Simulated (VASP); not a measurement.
Crystal: Te2Mo.

```xyz
6
Lattice="3.5182 0.0000 0.0000 -1.7591 3.0469 0.0000 0.0000 0.0000 13.9736" Properties=species:S:1:pos:R:3 pbc="T T T"
Te    1.7591    1.0156    5.2960
Te    0.0000    2.0312   12.2828
Te    1.7591    1.0156    1.6908
Te    0.0000    2.0312    8.6776
Mo    1.7591    1.0156   10.4802
Mo    0.0000    2.0312    3.4934
```

| Quantity | Value |
| --- | --- |
| Program | VASP 6.6.1 |
| Task | relaxation of cell and atoms |
| Functional | RPBE |
| Dispersion | D4 |
| Potentials or basis | VASP PAW PBE potentials, release 64 (Te, Mo_sv) |
| Cutoff | 600 eV |
| k mesh | 9 × 9 × 2 |
| Occupations | fermi-dirac, width 0.05 eV |
| Spin | no spin polarisation |

At the start: pressure -1.7 GPa; volume 24.96 Å³/atom.

Task: Where does the relaxation end?

Result: Over 16 steps the energy falls by 15.4 meV/atom and the volume is 23.48 Å³/atom (-6.0 %); space group P6_3/mmc (No. 194, to 0.05 Å).

Step by step:
```csv
step,energy change (eV),largest force (eV/Å),pressure (GPa),volume (Å³)
1,0.0000,0.2197,-1.65,149.79
2,-0.0237,0.5383,1.45,144.27
3,-0.0270,0.4556,0.64,145.64
4,-0.0524,0.1739,0.11,144.22
5,-0.0539,0.1124,0.00,143.91
6,-0.0700,0.0775,-0.26,143.45
7,-0.0896,0.0448,-0.73,142.05
8,-0.0897,0.0272,-0.63,142.23
9,-0.0859,0.1845,1.21,139.52
10,-0.0917,0.0536,0.01,141.19
11,-0.0917,0.0505,-0.02,141.24
12,-0.0926,0.0118,0.05,140.82
13,-0.0926,0.0118,0.06,140.82
14,-0.0925,0.0159,-0.12,141.01
15,-0.0926,0.0000,-0.04,140.90
16,-0.0926,0.0039,-0.02,140.87
```

Final structure:
```
Te Mo
1.0
     3.47249    0.00000    0.00000
    -1.73625    3.00727    0.00000
     0.00000    0.00000   13.49004
Te Mo
4 2
Direct
  0.66667 0.33333 0.38519
  0.33333 0.66667 0.88519
  0.66667 0.33333 0.11481
  0.33333 0.66667 0.61481
  0.66667 0.33333 0.75000
  0.33333 0.66667 0.25000
```

Caveat: the PAW data sets were made with another functional, which shifts forces and pressure a little.
